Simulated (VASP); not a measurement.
# SiC: relaxation with set parts of the cell free, by free to move

SiC, P1 (no. 1), 4 atoms in the cell. PBE, constrained relaxation; PAW potentials Si, C (PBE set).

| Free to move | Volume (Å³/atom) | Pressure in a fresh run at the final cell (GPa) | Pressure printed at the end of the relaxation (GPa) | Ionic steps, all stages | Electronic steps, all stages | Time (s) |
|---|---|---|---|---|---|---|
| atoms | 10.509 | -0.21 | -0.21 | 11 | 78 | 34 |
| atoms, shape and volume | 10.497 | 0.03 | 0.03 | 14 | 86 | 38 |
| atoms and shape at fixed volume | 10.509 | -0.20 | -0.20 | 12 | 86 | 37 |
| shape alone | 10.509 | -0.03 | -0.04 | 9 | 63 | 28 |
| shape and volume | 10.507 | 0.00 | 0.00 | 9 | 65 | 30 |
| volume alone | 10.523 | 0.02 | 0.02 | 5 | 45 | 20 |
| atoms and volume | 10.499 | -0.01 | -0.01 | 11 | 80 | 36 |
| atoms and the z components of the lattice | 10.518 | -0.40 | -0.40 | 12 | 85 | 40 |
| atoms and the x and y components of the lattice | 10.487 | 0.23 | 0.23 | 15 | 93 | 44 |
| atoms and the y and z components of the lattice | 10.485 | 0.28 | 0.28 | 13 | 88 | 39 |

Limits: the start was distorted on purpose (random strain, atoms moved at random), so the space group given is the start's and not the crystal's.

## Input of the first row

INCAR.step1:
```
SYSTEM = SiC
PREC = Accurate
ENCUT = 550
EDIFF = 1E-6
ISMEAR = 0
SIGMA = 0.05
LREAL = .False.
LASPH = .True.
NELM = 100
ALGO = Normal
LWAVE = .False.
LCHARG = .False.
IBRION = 2
NSW = 80
ISIF = 2
EDIFFG = -0.01
POTIM = 0.5
ISYM = 0
KPAR = 4
```

INCAR.step3, as INCAR.step1 but for:
```
- IBRION = 2
- NSW = 80
- EDIFFG = -0.01
- POTIM = 0.5
+ NSW = 0
```

KPOINTS:
```
k-points
0
Gamma
  6 6 4
```

POSCAR.step1:
```
SiC
1.0
    3.0866300000     -0.0074060000     -0.0031760000
   -1.5497290000      2.6917150000      0.0152740000
   -0.0052120000      0.0259340000      5.0664040000
Si C
2 2
Direct
    0.6784210000      0.3374510000      0.4991620000
    0.3210570000      0.6722360000      0.0002230000
    0.6630840000      0.3332810000      0.8844740000
    0.3374390000      0.6570320000      0.3861410000
```

POSCAR.step3:
```
SiC
1.0
    3.0866300000     -0.0074060000     -0.0031760000
   -1.5497290000      2.6917150000      0.0152740000
   -0.0052120000      0.0259340000      5.0664040000
Si C
2 2
Direct
    0.6664046985      0.3327022549      0.5044066041
    0.3332394288      0.6661797770      0.0044024116
    0.6657107429      0.3329967469      0.8806142667
    0.3346461297      0.6681212213      0.3805767176
```

Commands (each step's output is kept before the next begins):
```
cat potpaw_PBE.64/Si/POTCAR potpaw_PBE.64/C/POTCAR > POTCAR
cp INCAR.step1 INCAR
cp POSCAR.step1 POSCAR
mpirun -np 4 vasp_std > vasp.out
cp CONTCAR POSCAR
mpirun -np 4 vasp_std > vasp.out
cp CONTCAR POSCAR
cp INCAR.step3 INCAR
cp POSCAR.step3 POSCAR
mpirun -np 4 vasp_std > vasp.out
```

Changes of the last row against the first:
```
- ISIF = 2
+ ISIF = 3
+ LATTICE_CONSTRAINTS = .FALSE. .TRUE. .TRUE.
```

VASP 6.6.1 took 34 s on 4 cores (AMD EPYC 9R45 (Zen 5)), a shared host.
